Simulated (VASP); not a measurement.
# CdF2 (Fm-3m) in VASP: settings compared, part 2 of 3

VASP 6.6.1. Earlier steps stand in the parts before.

### 4 Band structure, PBE

File INCAR:

```
SYSTEM = CdF2
  PREC = Accurate
  ENCUT = 520
  EDIFF = 1E-6
  ISMEAR = 0
  SIGMA = 0.03
  LREAL = .FALSE.
  LASPH = .TRUE.
  NELM = 80
  ALGO = Normal
  ISIF = 2
  LWAVE = .FALSE.
  LCHARG = .FALSE.
  GGA = PE
  NBANDS = 20
  KPAR = 2
```

File KPOINTS:

```
Automatic mesh
0
G
  10 10 10
  0 0 0
```

File POSCAR:

```
CdF2                                    
1.0
    0.0000000000      2.6969680780      2.6969680780
    2.6969680780      0.0000000000      2.6969680780
    2.6969680780      2.6969680780      0.0000000000
  Cd              F             
     1     2
Direct
     0.0000000000000000    0.0000000000000000    0.0000000000000000
     0.2500000000000000    0.2500000000000000    0.2500000000000000
     0.7500000000000000    0.7500000000000000    0.7500000000000000
```

File KPOINTS_OPT:

```
explicit points
202
Reciprocal
 0.0000000000  0.0000000000  0.0000000000 1
 0.0555555556  0.0000000000  0.0555555556 1
 0.1111111111  0.0000000000  0.1111111111 1
 0.1666666667  0.0000000000  0.1666666667 1
 0.2222222222  0.0000000000  0.2222222222 1
 0.2777777778  0.0000000000  0.2777777778 1
[... 194 lines left out ...]
 0.4893886500  0.0106113500  0.5000000000 1
 0.5106113500 -0.0106113500  0.5000000000 1
```

Potentials or basis: VASP PAW PBE potentials, release 64 (Cd, F).

Command:

```sh
> cat potpaw_PBE.64/Cd/POTCAR potpaw_PBE.64/F/POTCAR > POTCAR
> mpirun -np 2 vasp_std > vasp.out
```

OUTCAR:

```text
SYSTEM = CdF2
   PREC = Accurate
   ENCUT = 520
   EDIFF = 1E-6
   ISMEAR = 0
   LREAL = .FALSE.
   LASPH = .TRUE.
   NELM = 80
   ISIF = 2
   GGA = PE

 ion  position               nearest neighbor table
   1  0.000  0.000  0.000-   2 2.34   3 2.34   3 2.34   3 2.34   3 2.34   2 2.34   2 2.34   2 2.34

   2  0.250  0.250  0.250-   1 2.34   1 2.34   1 2.34   1 2.34
   3  0.750  0.750  0.750-   1 2.34   1 2.34   1 2.34   1 2.34

  LATTYP: Found a face centered cubic cell.
 ALAT       =     5.3939361560

  Lattice vectors:

 A1 = (   0.0000000000,   2.6969680780,   2.6969680780)
 A2 = (   2.6969680780,   0.0000000000,   2.6969680780)
 A3 = (   2.6969680780,   2.6969680780,   0.0000000000)

Analysis of symmetry for initial positions (statically):
=====================================================================
 Subroutine PRICEL returns:
 Original cell was already a primitive cell.

 Routine SETGRP: Setting up the symmetry group for a
 face centered cubic supercell.

 Subroutine GETGRP returns: Found 48 space group operations
 (whereof 48 operations were pure point group operations)
 out of a pool of 48 trial point group operations.

The static configuration has the point symmetry O_h .

Analysis of symmetry for dynamics (positions and initial velocities):
=====================================================================
 Subroutine PRICEL returns:
 Original cell was already a primitive cell.

 Routine SETGRP: Setting up the symmetry group for a
 face centered cubic supercell.

 Subroutine GETGRP returns: Found 48 space group operations
 (whereof 48 operations were pure point group operations)
 out of a pool of 48 trial point group operations.

The dynamic configuration has the point symmetry O_h .

 Subroutine INISYM returns: Found 48 space group operations
 (whereof 48 operations are pure point group operations),
 and found     1 'primitive' translations

----------------------------------------------------------------------------------------

                                     Primitive cell

  volume of cell :      39.2335

  direct lattice vectors                    reciprocal lattice vectors
     0.000000000  2.696968078  2.696968078    -0.185393370  0.185393370  0.185393370
     2.696968078  0.000000000  2.696968078     0.185393370 -0.185393370  0.185393370
     2.696968078  2.696968078  0.000000000     0.185393370  0.185393370 -0.185393370

  length of vectors
     3.814088833  3.814088833  3.814088833     0.321110736  0.321110736  0.321110736

  position of ions in fractional coordinates (direct lattice)
     0.000000000  0.000000000  0.000000000
     0.250000000  0.250000000  0.250000000
     0.750000000  0.750000000  0.750000000

  ion indices of the primitive-cell ions
   primitive index   ion index
                 1           1
                 2           2
                 3           3

----------------------------------------------------------------------------------------

 KPOINTS: Automatic mesh

Automatic generation of k-mesh.
 Grid dimensions read from file:
 generate k-points for:   10   10   10

 Generating k-lattice:

  Cartesian coordinates                     Fractional coordinates (reciprocal lattice)
    -0.018539337  0.018539337  0.018539337     0.100000000  0.000000000  0.000000000
     0.018539337 -0.018539337  0.018539337     0.000000000  0.100000000  0.000000000
     0.018539337  0.018539337 -0.018539337     0.000000000  0.000000000  0.100000000

  Length of vectors
     0.032111074  0.032111074  0.032111074

  Shift w.r.t. Gamma in fractional coordinates (k-lattice)
     0.000000000  0.000000000  0.000000000

 Subroutine IBZKPT returns following result:
 ===========================================

 Found     47 irreducible k-points:

 Following reciprocal coordinates:
            Coordinates               Weight
  0.000000  0.000000  0.000000      1.000000
  0.100000  0.000000  0.000000      8.000000
  0.200000  0.000000  0.000000      8.000000
  0.300000  0.000000  0.000000      8.000000
  0.400000  0.000000  0.000000      8.000000
  0.500000  0.000000  0.000000      4.000000
[... 16 lines left out ...]
  0.300000  0.300000  0.000000      6.000000
  0.400000  0.300000  0.000000     24.000000
 [... further k-points ...]
   k-points           NKPTS =     47   k-points in BZ     NKDIM =     47   number of bands    NBANDS=     20
   number of dos      NEDOS =    301   number of ions     NIONS =      3
   total plane-waves  NPLWV =  21952
   dimension x,y,z NGX =    28 NGY =   28 NGZ =   28
   dimension x,y,z NGXF=    56 NGYF=   56 NGZF=   56
   ions per type =               1   2
   NGX,Y,Z   is equivalent  to a cutoff of  12.20, 12.20, 12.20 a.u.
   NGXF,Y,Z  is equivalent  to a cutoff of  24.41, 24.41, 24.41 a.u.
 SYSTEM =  CdF2
   PREC   = accura    normal or accurate (medium, high low for compatibility)
   ISTART =      0    job   : 0-new  1-cont  2-samecut
   ICHARG =      2    charge: 1-file 2-atom 10-const
   ISPIN  =      1    spin polarized calculation?
   LNONCOLLINEAR =      F non collinear calculations
   LSORBIT =      F    spin-orbit coupling
   LASPH  =      T    aspherical Exc in radial PAW
   ENCUT  =  520.0 eV  38.22 Ry    6.18 a.u.   7.09  7.09  7.09*2*pi/ulx,y,z
   NELM   =     80;   NELMIN=  2; NELMDL= -5     # of ELM steps
   EDIFF  = 0.1E-05   stopping-criterion for ELM
   LREAL  =      F    real-space projection
   EDIFFG = 0.1E-04   stopping-criterion for IOM
   NSW    =      0    number of steps for IOM
   IBRION =     -1    ionic relax: 0-MD 1-quasi-New 2-CG
   NFREE  =      0    steps in history (QN), initial steepest desc. (CG)
   ISIF   =      2    stress and relaxation
   ISYM   =      2    0-nonsym 1-usesym 2-fastsym
   POTIM  = 0.5000    time-step for ionic-motion
   TEBEG  =    0.0;   TEEND  =   0.0 temperature during run
   PSTRESS=    0.0 pullay stress
   NELECT =      26.0000    total number of electrons
   NUPDOWN=      -1.0000    fix difference up-down
   EMIN   =  10.00;   EMAX   =-10.00  energy-range for DOS
   EFERMI =   0.00;   METHOD = LEGACY
   ISMEAR =     0;   SIGMA  =   0.03  broadening in eV -4-tet -1-fermi 0-gaus
   EFERMI_NEDOS =   21; number of points for ismear=-14 and -15
   IALGO  =     38    algorithm
   IMIX   =      4    mixing-type and parameters
     AMIX     =   0.40;   BMIX     =  1.00
     AMIX_MAG =   1.60;   BMIX_MAG =  1.00
  volume/ion in A,a.u.               =      13.08        88.25
  Fermi-wavevector in a.u.,A,eV,Ry     =   1.427294  2.697195 27.717360  2.037168
  Thomas-Fermi vector in A             =   2.547479
   LORBIT       =      0    0 simple, 1 ext, 2 COOP (PROOUT), +10 PAW based schemes
   GGA     = PE    functional components
   LHFCALC =     F    Hartree Fock is set to
   AEXX    =    0.0000 exact exchange contribution
   IVDW    =     0    specifies the selected vdW correction
   LEPSILON=     F    determine dielectric tensor
   LRPA    =     F    only Hartree local field effects (RPA)
 non-spin polarized calculation
 Gauss-broadening in eV      SIGMA  =   0.03
  energy-cutoff  :      520.00
  volume of cell :       39.23
 maximum number of plane-waves:      1073
   NGX = 15   NGY = 15   NGZ = 15

 number of electron      25.9999987 magnetization

 Free energy of the ion-electron system (eV)
  ---------------------------------------------------
  ext. energy  EPLUGINS =         0.00000000
  ---------------------------------------------------
  free energy    TOTEN  =       -10.86443843 eV

  energy without entropy =      -10.86443843  energy(sigma->0) =      -10.86443843

 E-fermi :  -1.1255     XC(G=0): -10.3942

 val. band max:       -1.3437195052   @ k =  -0.3000   0.5000   0.2000
 cond. band min:       1.7198260030   @ k =   0.0000   0.0000   0.0000
 fundamental gap:      3.0635455082
 Fermi energy:        -1.1255138122

 k-point     1 :       0.0000    0.0000    0.0000
  band No.  band energies     occupation
      1     -22.1232      2.00000
      2     -21.0277      2.00000
      3      -6.9417      2.00000
      4      -6.9417      2.00000
      5      -6.9417      2.00000
      6      -5.7485      2.00000
[... 12 lines left out ...]
     19      18.5376      0.00000
     20      18.5376      0.00000
[... 507 lines left out ...]
 k-point    24 :       0.4000    0.3000    0.0000
  band No.  band energies     occupation
      1     -21.7456      2.00000
      2     -21.3381      2.00000
      3      -6.4528      2.00000
      4      -6.3235      2.00000
      5      -6.2454      2.00000
      6      -5.7643      2.00000
[... 12 lines left out ...]
     19      19.0763      0.00000
     20      19.4024      0.00000

 [... further k-points ...]
[... 5 lines left out ...]
  --------------------------------------------------------------------------------------
  -------------------------------------------------------------------------------------
  Total        1.4202662      1.4202662      1.4202662      0.0000000     -0.0000000      0.0000000
  in kB       57.9993212     57.9993212     57.9993212      0.0000000     -0.0000000      0.0000000
  external PRESSURE =      57.9993212 kB  Pullay stress =       0.0000000 kB

 VOLUME and BASIS-vectors are now :
 -----------------------------------------------------------------------------
  energy-cutoff  :      520.00
  volume of cell :       39.23
      direct lattice vectors                 reciprocal lattice vectors
     0.000000000  2.696968078  2.696968078    -0.185393370  0.185393370  0.185393370
     2.696968078  0.000000000  2.696968078     0.185393370 -0.185393370  0.185393370
     2.696968078  2.696968078  0.000000000     0.185393370  0.185393370 -0.185393370

 POSITION                                       TOTAL-FORCE (eV/Angst)
 -----------------------------------------------------------------------------------
      0.00000      0.00000      0.00000         0.000000      0.000000      0.000000
      1.34848      1.34848      1.34848        -0.000000     -0.000000     -0.000000
      4.04545      4.04545      4.04545         0.000000      0.000000      0.000000
 -----------------------------------------------------------------------------------
    total drift:                                0.000000      0.000000      0.000000

  FREE ENERGIE OF THE ION-ELECTRON SYSTEM (eV)
  ---------------------------------------------------
  free  energy   TOTEN  =       -10.8644384339 eV

  energy  without entropy=      -10.8644384339  energy(sigma->0) =      -10.86443843
```

It took 22 s on 2 MPI ranks of Intel Xeon 6975P-C (Granite Rapids), shared host; peak memory 0.18 GiB.

Results:

```yaml
Free_energy: -10.8644 eV
Pressure: 5.8 GPa
Band_gap_on_the_k_mesh: 3.06 eV, indirect (least direct gap 3.56 eV)
Band_gap_along_the_path: 3.06 eV, indirect (least direct gap 3.56 eV)
```

Levels at the corners of the path, in eV from the valence-band top:
```tsv
point	band 10	band 11	band 12	band 13	band 14	band 15	band 16	band 17
Γ	-0.96	-0.50	-0.50	-0.50	3.06	12.69	12.69	12.69
X	-2.94	-0.49	-0.09	-0.09	7.98	9.63	11.92	14.26
X	-2.94	-0.49	-0.09	-0.09	7.98	9.63	11.92	14.26
W	-1.52	-1.52	-0.58	0.00	8.04	11.50	11.66	11.66
W	-1.52	-1.52	-0.58	0.00	8.04	11.50	11.66	11.66
K	-2.31	-0.94	-0.34	-0.20	7.93	10.72	11.13	14.43
K	-2.31	-0.94	-0.34	-0.20	7.93	10.72	11.13	14.43
Γ	-0.96	-0.50	-0.50	-0.50	3.06	12.69	12.69	12.69
Γ	-0.96	-0.50	-0.50	-0.50	3.06	12.69	12.69	12.69
L	-1.82	-1.82	-0.40	-0.40	7.15	9.15	14.47	14.47
L	-1.82	-1.82	-0.40	-0.40	7.15	9.15	14.47	14.47
U	-2.31	-0.94	-0.34	-0.20	7.93	10.72	11.13	14.43
U	-2.31	-0.94	-0.34	-0.20	7.93	10.72	11.13	14.43
W	-1.52	-1.52	-0.58	0.00	8.04	11.50	11.66	11.66
W	-1.52	-1.52	-0.58	0.00	8.04	11.50	11.66	11.66
L	-1.82	-1.82	-0.40	-0.40	7.15	9.15	14.47	14.47
L	-1.82	-1.82	-0.40	-0.40	7.15	9.15	14.47	14.47
K	-2.31	-0.94	-0.34	-0.20	7.93	10.72	11.13	14.43
U	-2.31	-0.94	-0.34	-0.20	7.93	10.72	11.13	14.43
X	-2.94	-0.49	-0.09	-0.09	7.98	9.63	11.92	14.26
```

PBE gaps usually lie below the measured ones, often by a third to a half.

### 5 Band structure, LDA

Edit INCAR of step 4 so:

```diff
@@ -13,3 +13,3 @@
   LCHARG = .FALSE.
-  GGA = PE
+  GGA = CA
   NBANDS = 20
```

KPOINTS is that of step 4.

POSCAR is that of step 4.

KPOINTS_OPT is that of step 4.

Potentials or basis: VASP PAW LDA potentials, release 64 (Cd, F).

Command:

```sh
> cat potpaw_LDA.64/Cd/POTCAR potpaw_LDA.64/F/POTCAR > POTCAR
> mpirun -np 2 vasp_std > vasp.out
```

Run time: 20 s. Hardware: 2 MPI ranks of Intel Xeon 6975P-C (Granite Rapids), shared host; peak memory 0.17 GiB.

The run converged. Its results:

```
Free energy             : -12.7120 eV
Pressure                : -5.1 GPa
Band gap on the k mesh  : 2.79 eV, indirect (least direct gap 3.27 eV)
Band gap along the path : 2.79 eV, indirect (least direct gap 3.27 eV)
```

Levels at the corners of the path, in eV from the valence-band top:
```csv
point,band 9,band 10,band 11,band 12,band 13,band 14,band 15,band 16,band 17,band 18
Γ,-1.00,-1.00,-0.49,-0.49,-0.49,2.79,12.29,12.29,12.29,17.10
X,-3.03,-3.03,-0.51,-0.09,-0.09,7.73,9.32,11.45,13.90,13.90
X,-3.03,-3.03,-0.51,-0.09,-0.09,7.73,9.32,11.45,13.90,13.90
W,-2.62,-1.56,-1.56,-0.61,0.00,7.80,11.06,11.35,11.35,15.83
W,-2.62,-1.56,-1.56,-0.61,0.00,7.80,11.06,11.35,11.35,15.83
K,-2.58,-2.35,-0.98,-0.35,-0.20,7.69,10.41,10.71,14.04,14.09
K,-2.58,-2.35,-0.98,-0.35,-0.20,7.69,10.41,10.71,14.04,14.09
Γ,-1.00,-1.00,-0.49,-0.49,-0.49,2.79,12.29,12.29,12.29,17.10
Γ,-1.00,-1.00,-0.49,-0.49,-0.49,2.79,12.29,12.29,12.29,17.10
L,-2.35,-1.89,-1.89,-0.39,-0.39,6.92,8.78,14.11,14.11,17.77
L,-2.35,-1.89,-1.89,-0.39,-0.39,6.92,8.78,14.11,14.11,17.77
U,-2.58,-2.35,-0.98,-0.35,-0.20,7.69,10.41,10.71,14.04,14.09
U,-2.58,-2.35,-0.98,-0.35,-0.20,7.69,10.41,10.71,14.04,14.09
W,-2.62,-1.56,-1.56,-0.61,0.00,7.80,11.06,11.35,11.35,15.83
W,-2.62,-1.56,-1.56,-0.61,0.00,7.80,11.06,11.35,11.35,15.83
L,-2.35,-1.89,-1.89,-0.39,-0.39,6.92,8.78,14.11,14.11,17.77
L,-2.35,-1.89,-1.89,-0.39,-0.39,6.92,8.78,14.11,14.11,17.77
K,-2.58,-2.35,-0.98,-0.35,-0.20,7.69,10.41,10.71,14.04,14.09
U,-2.58,-2.35,-0.98,-0.35,-0.20,7.69,10.41,10.71,14.04,14.09
X,-3.03,-3.03,-0.51,-0.09,-0.09,7.73,9.32,11.45,13.90,13.90
```

(Continued in part 3 of 3.)
